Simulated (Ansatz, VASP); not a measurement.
# Cross-check of TaSnO3 between VASP and Ansatz, part 2 of 3

Aim: how closely do two programs agree when they are given the same cell, functional and k mesh? The cell is taken from a series of runs on this material, whose earlier steps may have relaxed, scaled, displaced or heated it; both programs get it as it stands.

VASP 6.6.1 and Ansatz 0.2.0.

So far: The structure; VASP: zone-centre phonons, PBEsol.

## 2. VASP: zone-centre phonons, PBEsol (continued)

Level of this step: PBEsol; plane waves and PAW (Ta_pv, Sn_d, O) (VASP).

From OUTCAR (step 2):

```text
ion  position               nearest neighbor table
   1  0.500  0.500  0.516-   4 1.99   3 2.02   5 2.02   5 2.02   3 2.02   4 2.02   2 3.38   2 3.38
                             2 3.38   2 3.38   2 3.61   2 3.61   2 3.61   2 3.61
   2  0.000  0.000  0.965-   3 2.67   5 2.67   3 2.67   5 2.67   4 2.86   4 2.86   4 2.86   4 2.86
                             1 3.38   1 3.38   1 3.38   1 3.38   1 3.61   1 3.61   1 3.61   1 3.61
   3  0.000  0.500  0.531-   1 2.02   1 2.02   2 2.67   2 2.67
   4  0.500  0.500  0.020-   1 1.99   1 2.02   2 2.86   2 2.86   2 2.86   2 2.86
   5  0.500  0.000  0.531-   1 2.02   1 2.02   2 2.67   2 2.67

  LATTYP: Found a simple tetragonal cell.
 ALAT       =     4.0346466522
 C/A-ratio  =     0.9956524715

 Subroutine GETGRP returns: Found  8 space group operations
 (whereof  8 operations were pure point group operations)

The static configuration has the point symmetry C_4v.

 Found    126 irreducible k-points:

   k-points           NKPTS =    126   k-points in BZ     NKDIM =    126   number of bands    NBANDS=     27

   dimension x,y,z NGX =    32 NGY =   32 NGZ =   32
   dimension x,y,z NGXF=    64 NGYF=   64 NGZF=   64

   ENCUT  =  600.0 eV  44.10 Ry    6.64 a.u.   8.06  8.06  8.02*2*pi/ulx,y,z

   NELECT =      43.0000    total number of electrons

 k-points in reciprocal lattice and weights: Automatic mesh
   0.00000000  0.00000000  0.00000000       0.001
   0.10000000  0.00000000  0.00000000       0.004
   0.20000000  0.00000000  0.00000000       0.004
   0.30000000  0.00000000  0.00000000       0.004
   0.40000000  0.00000000  0.00000000       0.004
   0.50000000  0.00000000  0.00000000       0.002
   0.10000000  0.10000000  0.00000000       0.004
   0.20000000  0.10000000  0.00000000       0.008
   0.30000000  0.10000000  0.00000000       0.008
[...]
0.30000000  0.10000000  0.30000000       0.016
[...]
POSITION                                       TOTAL-FORCE (eV/Angst)
 -----------------------------------------------------------------------------------
      2.01732      2.01732      2.07366        -0.000000     -0.000000      0.004656
      0.00000      0.00000      3.87808        -0.000000      0.000000      0.004797
      0.00000      2.01732      2.13310        -0.000000      0.000000      0.001971
      2.01732      2.01732      0.08137        -0.000000      0.000000     -0.013395
      2.01732      0.00000      2.13310         0.000000      0.000000      0.001971
 -----------------------------------------------------------------------------------
    total drift:                                0.000000     -0.000000      0.000373

 Eigenvectors and eigenvalues of the dynamical matrix
 ----------------------------------------------------

   1 f  =   17.115527 THz   107.540029 2PiTHz  570.912535 cm-1    70.784101 meV
             X         Y         Z           dx          dy          dz
      2.017323  2.017323  2.073660     0.000000    0.000000    0.186498
      0.000000  0.000000  3.878084     0.000000    0.000000    0.005378
      0.000000  2.017323  2.133096    -0.000000    0.000000    0.157593
      2.017323  2.017323  0.081372     0.000000    0.000000   -0.956827
      2.017323  0.000000  2.133096     0.000000   -0.000000    0.157593

   2 f  =   16.766874 THz   105.349379 2PiTHz  559.282731 cm-1    69.342190 meV
             X         Y         Z           dx          dy          dz
      2.017323  2.017323  2.073660     0.183946   -0.049117    0.000000
      0.000000  0.000000  3.878084     0.004678   -0.001249   -0.000000
      0.000000  2.017323  2.133096    -0.924962   -0.032995    0.000000
      2.017323  2.017323  0.081372     0.169600   -0.045287   -0.000000
      2.017323  0.000000  2.133096     0.123567    0.246983    0.000000

   3 f  =   16.766874 THz   105.349379 2PiTHz  559.282731 cm-1    69.342190 meV
             X         Y         Z           dx          dy          dz
      2.017323  2.017323  2.073660     0.049117    0.183946   -0.000000
      0.000000  0.000000  3.878084     0.001249    0.004678    0.000000
      0.000000  2.017323  2.133096    -0.246983    0.123567   -0.000000
      2.017323  2.017323  0.081372     0.045287    0.169600    0.000000
      2.017323  0.000000  2.133096     0.032995   -0.924962   -0.000000

   4 f  =    8.172682 THz    51.350475 2PiTHz  272.611326 cm-1    33.799482 meV
             X         Y         Z           dx          dy          dz
      2.017323  2.017323  2.073660     0.126234   -0.182668    0.000000
      0.000000  0.000000  3.878084    -0.034171    0.049447    0.000000
      0.000000  2.017323  2.133096    -0.039313   -0.312689   -0.000000
      2.017323  2.017323  0.081372    -0.507807    0.734825   -0.000000
      2.017323  0.000000  2.133096     0.216087    0.056887    0.000000

   5 f  =    8.172682 THz    51.350475 2PiTHz  272.611326 cm-1    33.799482 meV
             X         Y         Z           dx          dy          dz
      2.017323  2.017323  2.073660    -0.182668   -0.126234   -0.000000
      0.000000  0.000000  3.878084     0.049447    0.034171    0.000000
      0.000000  2.017323  2.133096     0.056887   -0.216087    0.000000
      2.017323  2.017323  0.081372     0.734825    0.507807    0.000000
      2.017323  0.000000  2.133096    -0.312689    0.039313   -0.000000

   6 f  =    8.170863 THz    51.339047 2PiTHz  272.550657 cm-1    33.791959 meV
             X         Y         Z           dx          dy          dz
      2.017323  2.017323  2.073660    -0.000000    0.000000   -0.000000
      0.000000  0.000000  3.878084     0.000000   -0.000000   -0.000000
      0.000000  2.017323  2.133096     0.000000    0.000000   -0.707107
      2.017323  2.017323  0.081372     0.000000   -0.000000    0.000000
      2.017323  0.000000  2.133096    -0.000000   -0.000000    0.707107

   7 f  =    7.929754 THz    49.824112 2PiTHz  264.508110 cm-1    32.794811 meV
             X         Y         Z           dx          dy          dz
      2.017323  2.017323  2.073660    -0.442739    0.006962    0.000000
      0.000000  0.000000  3.878084     0.120239   -0.001891   -0.000000
      0.000000  2.017323  2.133096     0.070343   -0.013409   -0.000000
      2.017323  2.017323  0.081372     0.239250   -0.003762   -0.000000
      2.017323  0.000000  2.133096     0.852695   -0.001106   -0.000000

   8 f  =    7.929754 THz    49.824112 2PiTHz  264.508110 cm-1    32.794811 meV
             X         Y         Z           dx          dy          dz
      2.017323  2.017323  2.073660     0.006962    0.442739   -0.000000
      0.000000  0.000000  3.878084    -0.001891   -0.120239   -0.000000
      0.000000  2.017323  2.133096    -0.001106   -0.852695   -0.000000
      2.017323  2.017323  0.081372    -0.003762   -0.239250    0.000000
      2.017323  0.000000  2.133096    -0.013409   -0.070343    0.000000

   9 f  =    7.797369 THz    48.992315 2PiTHz  260.092238 cm-1    32.247313 meV
             X         Y         Z           dx          dy          dz
      2.017323  2.017323  2.073660     0.000000    0.000000    0.489407
      0.000000  0.000000  3.878084    -0.000000   -0.000000   -0.121274
      0.000000  2.017323  2.133096    -0.000000    0.000000   -0.606119
      2.017323  2.017323  0.081372    -0.000000   -0.000000   -0.104950
      2.017323  0.000000  2.133096    -0.000000   -0.000000   -0.606119

  10 f  =    1.104564 THz     6.940180 2PiTHz   36.844288 cm-1     4.568108 meV
             X         Y         Z           dx          dy          dz
      2.017323  2.017323  2.073660     0.000000    0.000000    0.450579
      0.000000  0.000000  3.878084    -0.000000    0.000000   -0.804157
      0.000000  2.017323  2.133096     0.000000    0.000000    0.248071
      2.017323  2.017323  0.081372     0.000000    0.000000    0.165020
      2.017323  0.000000  2.133096     0.000000    0.000000    0.248071

  11 f  =    0.238943 THz     1.501323 2PiTHz    7.970281 cm-1     0.988189 meV
             X         Y         Z           dx          dy          dz
      2.017323  2.017323  2.073660    -0.029898   -0.198497   -0.000000
      0.000000  0.000000  3.878084     0.140219    0.930919   -0.000000
      0.000000  2.017323  2.133096    -0.013754   -0.176312   -0.000000
      2.017323  2.017323  0.081372    -0.027104   -0.179943   -0.000000
      2.017323  0.000000  2.133096    -0.026557   -0.091314   -0.000000

  12 f  =    0.238943 THz     1.501323 2PiTHz    7.970281 cm-1     0.988189 meV
             X         Y         Z           dx          dy          dz
      2.017323  2.017323  2.073660    -0.198497    0.029898   -0.000000
      0.000000  0.000000  3.878084     0.930919   -0.140219   -0.000000
      0.000000  2.017323  2.133096    -0.091314    0.026557   -0.000000
      2.017323  2.017323  0.081372    -0.179943    0.027104   -0.000000
      2.017323  0.000000  2.133096    -0.176312    0.013754   -0.000000

  13 f/i=    0.004401 THz     0.027654 2PiTHz    0.146811 cm-1     0.018202 meV
             X         Y         Z           dx          dy          dz
      2.017323  2.017323  2.073660     0.000000    0.000000    0.722965
      0.000000  0.000000  3.878084     0.000000    0.000000    0.581889
      0.000000  2.017323  2.133096     0.000000    0.000000    0.215048
      2.017323  2.017323  0.081372     0.000000    0.000000    0.215025
      2.017323  0.000000  2.133096     0.000000    0.000000    0.215048

  14 f/i=    0.077457 THz     0.486679 2PiTHz    2.583698 cm-1     0.320338 meV
             X         Y         Z           dx          dy          dz
      2.017323  2.017323  2.073660    -0.821263    0.060118    0.000000
      0.000000  0.000000  3.878084    -0.308417    0.022577    0.000000
      0.000000  2.017323  2.133096    -0.254634    0.020664    0.000000
      2.017323  2.017323  0.081372    -0.283812    0.020776    0.000000
      2.017323  0.000000  2.133096    -0.282291    0.018640    0.000000

  15 f/i=    0.077457 THz     0.486679 2PiTHz    2.583698 cm-1     0.320338 meV
             X         Y         Z           dx          dy          dz
      2.017323  2.017323  2.073660     0.060118    0.821263   -0.000000
      0.000000  0.000000  3.878084     0.022577    0.308417   -0.000000
      0.000000  2.017323  2.133096     0.018640    0.282291   -0.000000
      2.017323  2.017323  0.081372     0.020776    0.283812   -0.000000
      2.017323  0.000000  2.133096     0.020664    0.254634   -0.000000

 ELASTIC MODULI CONTR FROM IONIC RELAXATION (kBar)
 Direction    XX          YY          ZZ          XY          YZ          ZX
 --------------------------------------------------------------------------------
 XX       -1179.0065  -1174.7918     50.9745      0.0000      0.0000      0.0000
 YY       -1174.7918  -1179.0065     50.9745      0.0000      0.0000      0.0000
 ZZ          50.9745     50.9745    -16.8353      0.0000      0.0000     -0.0000
 XY           0.0000      0.0000      0.0000      0.0000      0.0000      0.0000
 YZ           0.0000      0.0000      0.0000      0.0000   -107.3172      0.0000
 ZX           0.0000      0.0000     -0.0000      0.0000      0.0000    -58.5377
 --------------------------------------------------------------------------------
```

This run has no spin polarisation. Its electron count is odd, so without a moment it is a metal by construction. Energies printed during the response cycles are not total energies of the cell. The PAW data sets were made with PBE, which is usual practice but a small mismatch for other functionals.

(Part 2 of 3 ends here.)

[Lines on the potential files, build, host, timing and source positions are cut from VASP's logs without a mark.]

[Logs are printed without paths, hosts, clocks, repeated set-up lines and the standing remarks that a program may print on its own settings, such as how far it seeks lower states.]

[Hosts, paths, dates, database ids (printed as entryN), source tags and the programs' standing remarks are cut or masked in the printed files.]
